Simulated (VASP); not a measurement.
## Hf: single point with PBEsol

The system is Hf.

```xyz
4
Lattice="2.3999 -4.0673 0.0000 2.3999 4.0673 0.0000 0.0000 0.0000 4.8061" Properties=species:S:1:pos:R:3 pbc="T T T"
Hf    2.3999    2.8268    0.3773
Hf    2.3999   -1.2405    2.0258
Hf    2.3999   -2.8268    4.4288
Hf    2.3999    1.2405    2.7803
```

The cell was built by a generator and needn't be a form met in nature.

- Program: VASP 6.6.1
- Task: single point
- Functional: PBEsol
- Potentials or basis: VASP PAW PBE potentials, release 64 (Hf_pv)
- Cutoff: 520 eV
- k mesh: 4 × 4 × 4
- Occupations: gaussian, width 0.1 eV
- Spin: no spin polarisation

The pressure is 6.5 GPa. The largest force is 1.086 eV/Å and the band gap on the k mesh is none (metal or under the smearing width).

Forces on the atoms (eV/Å):
```
Hf   0.000 -1.018 -0.378
Hf   0.000 -1.018  0.378
Hf   0.000  1.018  0.378
Hf   0.000  1.018 -0.378
```

Stress tensor (GPa, compression positive):
```
 0.66  0.00  0.00
 0.00 18.91  0.00
 0.00  0.00 -0.12
```

Levels at points of the mesh, in eV from the Fermi level:
```tsv
k point	band 16	band 17	band 18	band 19	band 20	band 21	band 22	band 23	band 24	band 25
(0.00, 0.00, 0.00)	-1.90	-1.06	-0.83	-0.03	0.05	0.41	0.58	1.17	1.74	1.82
(0.50, 0.00, 0.00)	-2.02	-1.30	-1.30	-0.43	-0.43	-0.18	-0.18	1.18	1.18	2.12
(0.50, 0.50, 0.00)	-1.72	-1.49	-1.43	-1.20	-0.43	0.33	0.95	1.32	2.01	2.31
(0.00, 0.00, 0.50)	-1.57	-1.27	-1.27	-0.71	-0.71	0.68	0.68	1.55	1.55	1.93
(0.50, 0.00, 0.50)	-2.39	-1.54	-1.54	-0.16	-0.16	0.32	0.32	0.63	0.63	2.89
(0.50, 0.50, 0.50)	-1.96	-1.24	-1.24	-0.84	-0.84	-0.21	-0.21	0.12	0.12	2.33
```

Run time: 23 s on 1 thread of Intel(R) Xeon(R) 6975P-C (Granite Rapids) (shared host), peak memory 0.21 GiB.

Caveat: the k mesh is coarse (spacing up to 0.38 Å⁻¹), so the values aren't converged; the PAW data sets were made with another functional, which shifts forces and pressure a little. The run has no spin-orbit coupling, so splittings on Hf are missing.
